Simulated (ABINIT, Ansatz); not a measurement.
# GaN (P6_3mc): bands and cutoff in G0W0 with ABINIT

Wanted: a converged G0W0 gap of GaN (P6_3mc), or an estimate of the limit.

Main program and level: ABINIT 10.8.3; PBE and many-body steps on it, plane waves.

The database entry behind the starting cell has ideal inner coordinates that were not refined, so it need not match the best structure at ambient conditions.

## (1) The structure

The structure is hexagonal, space group P6_3mc (No. 186). The conventional cell has a = 3.190 Å, b = 3.190 Å, c = 5.189 Å, α = 90.00°, β = 90.00°, γ = 120.00°. Nearest to Ga lie 4 N at 1.95 Å. N has 4 Ga at 1.95 Å nearest. Farther neighbours and most contacts between anions are not listed.

The cell and positions come from the Crystallography Open Database and are kept as given unless a step says otherwise.

## (2) Empty states on the mesh, 6×6×4 mesh, 444 bands

This step: ABINIT 10.8.3; DFT, PBE, plane waves, norm-conserving pseudopotentials.

The sums over transitions need many empty states on a uniform mesh; this step solves for them.

The input, run.abi:

```
acell 3*1.0 Angstrom
rprim 
  3.190000000016 -0.000000000004 0.000000000000
  -1.595000000005 2.762621038088 0.000000000000
  0.000000000000 0.000000000000 5.189000000000
ntypat 2
znucl 31 7
natom 4
typat 1 1 2 2
xred 
  0.666666666667 0.333333333333 0.000000000000
  0.333333333333 0.666666666667 0.500000000000
  0.666666666667 0.333333333333 0.375000000000
  0.333333333333 0.666666666667 0.875000000000
pp_dirpath "pseudos"
pseudos "Ga.upf, N.upf"
ecut 45
ngkpt 6 6 4
nshiftk 1
shiftk 0 0 0
kptopt 1
chksymbreak 0
irdden 1
istwfk *1
nband 444
prtvol 0
optdriver 6
gwr_task "HDIAGO"
paral_kgb 0
occopt 1
indata_prefix "in"
outdata_prefix "out"
tmpdata_prefix "tmp"
```

Launch:

```bash
> OMP_NUM_THREADS=1 mpirun -n 16 abinit run.abi > log
```

What it wrote:

```text
.Version 10.8.3 of ABINIT. v10.8.2 released Aug 2026.

 Symmetries : space group P6_3 m c (#186); Bravais hP (primitive hexag.)
[... echo of the input left out ...]
== DATASET  1 ==================================================================
-   mpi_nproc: 16, omp_nthreads: 1 (-1 if OMP is not activated)

--- !DatasetInfo
iteration_state: {dtset: 1, }
dimensions: {natom: 4, nkpt: 21, mband: 444, nsppol: 1, nspinor: 1, nspden: 1, mpw: 4506, }
cutoff_energies: {ecut:  45.0, pawecutdg:  -1.0, }
[...]
Direct band gap semiconductor
 Fundamental gap:     1.919 (eV)
   VBM:     6.903 (eV) at k: [ 0.0000E+00,  0.0000E+00,  0.0000E+00]
   CBM:     8.822 (eV) at k: [ 0.0000E+00,  0.0000E+00,  0.0000E+00]
 Direct gap:         1.919 (eV) at k: [ 0.0000E+00,  0.0000E+00,  0.0000E+00]

== END DATASET(S) ==============================================================
================================================================================

 -outvars: echo values of variables after computation  --------
           etotal      0.0000000000E+00
            nband         444
             nkpt          21
          spgroup         186
 [... the other variables as echoed above ...]

 Calculation completed.
```

Elapsed: 2.3 min, on 16 MPI ranks of Arm Neoverse V1, shared host; peak memory 18 GiB; 37 min of CPU time.

This step gave:

```yaml
gap: 1.919 eV
k_of_the_valence_top: 0, 0, 0
k_of_the_conduction_bottom: 0, 0, 0
least_direct_gap: 1.919 eV
k_points_computed: 21
lowest_point_of_the_top_converged_band_above_the_valence_top: 235.2364 eV
```

On this mesh the gap is 1.919 eV.

The density comes from a self-consistent run that is not shown.

## (3) Screening, 6×6×4 mesh, 77 bands, screening to 114.3 eV

The RPA dielectric matrix is built and inverted for each q.

This step: RPA screening on PBE, plane waves, norm-conserving pseudopotentials.

Changes to run.abi since step 2:

```diff
@@ -22,10 +22,11 @@
 chksymbreak 0
-irdden 1
 istwfk *1
-nband 444
-prtvol 0
-optdriver 6
-gwr_task "HDIAGO"
-paral_kgb 0
 occopt 1
+irdwfk 1
+optdriver 3
+nband 77
+ecuteps 4.2
+inclvkb 2
+awtr 1
+symchi 1
 indata_prefix "in"
```

What it wrote:

```text
.Version 10.8.3 of ABINIT. v10.8.2 released Aug 2026.

 Symmetries : space group P6_3 m c (#186); Bravais hP (primitive hexag.)
[... echo of the input left out ...]
== DATASET  1 ==================================================================
-   mpi_nproc: 16, omp_nthreads: 1 (-1 if OMP is not activated)

--- !DatasetInfo
iteration_state: {dtset: 1, }
dimensions: {natom: 4, nkpt: 21, mband: 77, nsppol: 1, nspinor: 1, nspden: 1, mpw: 4506, }
cutoff_energies: {ecut:  45.0, pawecutdg:  -1.0, }
electrons: {nelect:   5.20000000E+01, charge:   0.00000000E+00, occopt:   1.00000000E+00, tsmear:   1.00000000E-02, }

 SCREENING: Calculation of the susceptibility and dielectric matrices

 Based on a program developped by R.W. Godby, V. Olevano, G. Onida, and L. Reining.
 Incorporated in ABINIT by V. Olevano, G.-M. Rignanese, and M. Torrent.
.Using double precision arithmetic ; gwpc =  8

[... cell and pseudopotentials left out ...]
--------------------------------------------------------------------------------

 ==== K-mesh for the wavefunctions ====
 Number of points in the irreducible wedge :    21
[... list of points left out ...]
 Together with 12 symmetry operations and time-reversal symmetry
 yields   144 points in the full Brillouin Zone.

 ==== Q-mesh for the screening function ====
 Number of points in the irreducible wedge :    21
[... list of points left out ...]
 Together with 12 symmetry operations and time-reversal symmetry
 yields   144 points in the full Brillouin Zone.

 setmesh: FFT mesh size selected  =    24x   24x   40
          total number of points  =        23040

 vcoul_init : cutoff-mode = AUXILIARY_FUNCTION
 q-points for optical limit:   1
     1)      0.000010    0.000020    0.000030

- screening: taking advantage of time-reversal symmetry
- Maximum band index for partially occupied states nbvw = 26
- Remaining bands to be divided among processors   nbcw = 51
- Number of bands treated by each node ~3

 Number of electrons calculated from density =   52.0000; Expected =   52.0000
 average of density, n =  0.168504
 r_s =    1.1231
 omega_plasma =   39.5969 [eV]

 calculating chi0 at frequencies [eV] :
  1    0.000000E+00    0.000000E+00
  2    0.000000E+00    3.959690E+01

--------------------------------------------------------------------------------
  q-point number  1        q = ( 0.000000, 0.000000, 0.000000) [r.l.u.]
--------------------------------------------------------------------------------
[... chi0 elements left out ...]
 For q-point:  0.000010 0.000020 0.000030
  dielectric constant =   5.8670
  dielectric constant without local fields =   6.2719

  Average fulfillment of the sum rule on Im[epsilon] for q-point    1 :     29.60  [%]
[... wings left out ...]
  q-point number  2        q = ( 0.166667, 0.000000, 0.000000) [r.l.u.]
--------------------------------------------------------------------------------
[... chi0 elements left out ...]
  Average fulfillment of the sum rule on Im[epsilon] for q-point    2 :     37.47  [%]

 [... 19 further q-points ...]
```

Run time: 71 s. Hardware: 16 MPI ranks; peak memory 5.5 GiB; 19 min of CPU time.

This step gave:

```yaml
eps_infinity_with_local_fields_on_this_mesh_along_the_program_s_q_direction: 5.867
the_same_without_local_fields: 6.272
plasma_frequency: 39.60 eV
plane_waves_in_the_screening_matrix: 135
```

Local fields lower ε∞ by 6 %.

## (4) 77 bands, 114.3 eV

The self-energy is evaluated for the states that the input lists, and the levels follow from it, in one-shot runs by the linearised quasiparticle equation.

This step: G0W0 on PBE, plane waves, norm-conserving pseudopotentials.

Changes to run.abi since step 3:

```diff
@@ -25,8 +25,15 @@
 irdwfk 1
-optdriver 3
+optdriver 4
 nband 77
+gwcalctyp 0
+ecutsigx 45
+symsigma 1
+nkptgw 1
+kptgw 
+  0.0000000000 0.0000000000 0.0000000000
+bdgw 
+  25 28
 ecuteps 4.2
-inclvkb 2
-awtr 1
-symchi 1
+irdscr 1
+ppmodel 1
 indata_prefix "in"
```

What it wrote:

```text
.Version 10.8.3 of ABINIT. v10.8.2 released Aug 2026.

 Symmetries : space group P6_3 m c (#186); Bravais hP (primitive hexag.)
[... echo of the input left out ...]
== DATASET  1 ==================================================================
-   mpi_nproc: 16, omp_nthreads: 1 (-1 if OMP is not activated)

--- !DatasetInfo
iteration_state: {dtset: 1, }
dimensions: {natom: 4, nkpt: 21, mband: 77, nsppol: 1, nspinor: 1, nspden: 1, mpw: 4506, }
cutoff_energies: {ecut:  45.0, pawecutdg:  -1.0, }
electrons: {nelect:   5.20000000E+01, charge:   0.00000000E+00, occopt:   1.00000000E+00, tsmear:   1.00000000E-02, }

 SIGMA: Calculation of the GW corrections

 Based on a program developped by R.W. Godby, V. Olevano, G. Onida, and L. Reining.
 Incorporated in ABINIT by V. Olevano, G.-M. Rignanese, and M. Torrent.
.Using double precision arithmetic ; gwpc =  8

[... cell and pseudopotentials left out ...]
--------------------------------------------------------------------------------

 ==== K-mesh for the wavefunctions ====
 Number of points in the irreducible wedge :    21
[... list of points left out ...]
 Together with 12 symmetry operations and time-reversal symmetry
 yields   144 points in the full Brillouin Zone.

 ==== Q-mesh for screening function ====
 Number of points in the irreducible wedge :    21
[... list of points left out ...]
 Together with 12 symmetry operations and time-reversal symmetry
 yields   144 points in the full Brillouin Zone.

 vcoul_init : cutoff-mode = AUXILIARY_FUNCTION
 q-points for optical limit:   1
     1)      0.000010    0.000020    0.000030
 setmesh: FFT mesh size selected  =    32x   32x   60
          total number of points  =        61440

 Number of electrons calculated from density =   52.0000; Expected =   52.0000
 average of density, n =  0.168504
 r_s =    1.1231
 omega_plasma =   39.5969 [eV]

 === KS Band Gaps ===
  >>>> For spin  1
   Minimum direct gap =   1.9190 [eV], located at k-point      :   0.0000  0.0000  0.0000
   Fundamental gap    =   1.9190 [eV], Top of valence bands at :   0.0000  0.0000  0.0000
                                       Bottom of conduction at :   0.0000  0.0000  0.0000
 SIGMA fundamental parameters:
 PLASMON POLE MODEL  1
 number of plane-waves for SigmaX                 4427
 number of plane-waves for SigmaC and W            135
 number of plane-waves for wavefunctions          4427
 number of bands                                    77
 number of independent spin polarizations            1
 number of spinorial components                      1
 number of k-points in IBZ                          21
 number of q-points in IBZ                          21
 number of symmetry operations                      12
 number of k-points in BZ                          144
 number of q-points in BZ                          144
 number of frequencies for dSigma/dE                 9
 frequency step for dSigma/dE [eV]                0.25
 number of omega for Sigma on real axis              0
 max omega for Sigma on real axis  [eV]           0.00
 zcut for avoiding poles [eV]                     0.10

 EPSILON^-1 parameters (SCR file):
 dimension of the eps^-1 matrix on file            135
 dimension of the eps^-1 matrix used               135
 number of plane-waves for wavefunctions          4427
 number of bands                                    77
 number of q-points in IBZ                          21
 number of frequencies                               2
 number of real frequencies                          1
 number of imag frequencies                          1

 matrix elements of self-energy operator (all in [eV])

 Perturbative Calculation

--- !SelfEnergy_ee
iteration_state: {dtset: 1, }
kpoint     : [   0.000,    0.000,    0.000, ]
spin       : 1
KS_gap     :    1.919
QP_gap     :    2.737
Delta_QP_KS:    0.818
data: !SigmaeeData |
     Band     E0 <VxcDFT>   SigX SigC(E0)      Z dSigC/dE  Sig(E)    E-E0       E
       25   6.903 -19.060 -22.515   3.391   0.799  -0.252 -19.111  -0.051   6.852
       26   6.903 -19.060 -22.515   3.391   0.799  -0.252 -19.111  -0.051   6.852
       27   8.822 -14.199 -10.152  -3.118   0.825  -0.212 -13.433   0.767   9.588
       28  11.172 -13.976  -9.010  -3.821   0.834  -0.199 -13.021   0.955  12.127

== END DATASET(S) ==============================================================
================================================================================

 -outvars: echo values of variables after computation  --------
           etotal      0.0000000000E+00
            nband          77
             nkpt          21
          spgroup         186
 [... the other variables as echoed above ...]

 Calculation completed.
```

The job ended after 3.7 s (16 MPI ranks; peak memory 2.8 GiB).

This step gave:

| Property | Result |
| --- | --- |
| G0W0 gap on the points computed | 2.736 eV |
| starting gap on the mesh | 1.919 eV |
| k of the valence top | 0, 0, 0 |
| k of the conduction bottom | 0, 0, 0 |
| Z at the valence top | 0.799 |
| Z at the conduction bottom | 0.825 |
| least direct G0W0 gap on the computed points | 2.736 eV |

The gap on the mesh goes from 1.92 eV to 2.74 eV, a correction of +0.82 eV.

## (5) Screening, 6×6×4 mesh, 193 bands, screening to 212.2 eV

This step: RPA screening on PBE, plane waves, norm-conserving pseudopotentials.

Changes to run.abi since step 4:

```diff
@@ -25,15 +25,8 @@
 irdwfk 1
-optdriver 4
-nband 77
-gwcalctyp 0
-ecutsigx 45
-symsigma 1
-nkptgw 1
-kptgw 
-  0.0000000000 0.0000000000 0.0000000000
-bdgw 
-  25 28
-ecuteps 4.2
-irdscr 1
-ppmodel 1
+optdriver 3
+nband 193
+ecuteps 7.8
+inclvkb 2
+awtr 1
+symchi 1
 indata_prefix "in"
```

What it wrote:

```text
.Version 10.8.3 of ABINIT. v10.8.2 released Aug 2026.

 Symmetries : space group P6_3 m c (#186); Bravais hP (primitive hexag.)
[... echo of the input left out ...]
== DATASET  1 ==================================================================
-   mpi_nproc: 16, omp_nthreads: 1 (-1 if OMP is not activated)

--- !DatasetInfo
iteration_state: {dtset: 1, }
dimensions: {natom: 4, nkpt: 21, mband: 193, nsppol: 1, nspinor: 1, nspden: 1, mpw: 4506, }
cutoff_energies: {ecut:  45.0, pawecutdg:  -1.0, }
electrons: {nelect:   5.20000000E+01, charge:   0.00000000E+00, occopt:   1.00000000E+00, tsmear:   1.00000000E-02, }

 SCREENING: Calculation of the susceptibility and dielectric matrices

 Based on a program developped by R.W. Godby, V. Olevano, G. Onida, and L. Reining.
 Incorporated in ABINIT by V. Olevano, G.-M. Rignanese, and M. Torrent.
.Using double precision arithmetic ; gwpc =  8

[... cell and pseudopotentials left out ...]
--------------------------------------------------------------------------------

 ==== K-mesh for the wavefunctions ====
 Number of points in the irreducible wedge :    21
[... list of points left out ...]
 Together with 12 symmetry operations and time-reversal symmetry
 yields   144 points in the full Brillouin Zone.

 ==== Q-mesh for the screening function ====
 Number of points in the irreducible wedge :    21
[... list of points left out ...]
 Together with 12 symmetry operations and time-reversal symmetry
 yields   144 points in the full Brillouin Zone.

 setmesh: FFT mesh size selected  =    30x   30x   48
          total number of points  =        43200

 vcoul_init : cutoff-mode = AUXILIARY_FUNCTION
 q-points for optical limit:   1
     1)      0.000010    0.000020    0.000030

- screening: taking advantage of time-reversal symmetry
- Maximum band index for partially occupied states nbvw = 26
- Remaining bands to be divided among processors   nbcw = 167
- Number of bands treated by each node ~10

 Number of electrons calculated from density =   52.0000; Expected =   52.0000
 average of density, n =  0.168504
 r_s =    1.1231
 omega_plasma =   39.5969 [eV]

 calculating chi0 at frequencies [eV] :
  1    0.000000E+00    0.000000E+00
  2    0.000000E+00    3.959690E+01

--------------------------------------------------------------------------------
  q-point number  1        q = ( 0.000000, 0.000000, 0.000000) [r.l.u.]
--------------------------------------------------------------------------------
[... chi0 elements left out ...]
 For q-point:  0.000010 0.000020 0.000030
  dielectric constant =   5.8650
  dielectric constant without local fields =   6.3130

  Average fulfillment of the sum rule on Im[epsilon] for q-point    1 :     53.66  [%]
[... wings left out ...]
  q-point number  2        q = ( 0.166667, 0.000000, 0.000000) [r.l.u.]
--------------------------------------------------------------------------------
[... chi0 elements left out ...]
  Average fulfillment of the sum rule on Im[epsilon] for q-point    2 :     61.17  [%]

 [... 19 further q-points ...]
```

Run time: 7.4 min. Hardware: 16 MPI ranks; peak memory 11 GiB.

This step gave:

| Item | Value |
| --- | --- |
| ε∞ with local fields, on this mesh, along the program's q direction | 5.865 |
| the same without local fields | 6.313 |
| plasma frequency | 39.60 eV |
| plane waves in the screening matrix | 313 |

(Part 1 of 2 ends here.)

[Paths, hosts, dates, memory and timing lines, banners, echoed tables and standing remarks are left out of the program output.]

[Logs are printed without paths, hosts, clocks, repeated set-up lines and the standing remarks that a program may print on its own settings, such as how far it seeks lower states.]

[Runs of the session that timed out or met a known fault of the program may be left out.]

[Hosts, paths, dates, database ids (printed as entryN), source tags and the programs' standing remarks are cut or masked in the printed files.]

[G0W0 gaps are taken among the corrected bands and points alone; a level outside them can change the order at an edge.]

[Where Ansatz stands beside ABINIT at settings called matched, ABINIT's density can come from a denser mesh and the files from another edition; pairs whose starting gaps differed by over 0.03 eV were left out, so agreement reads better than it is.]
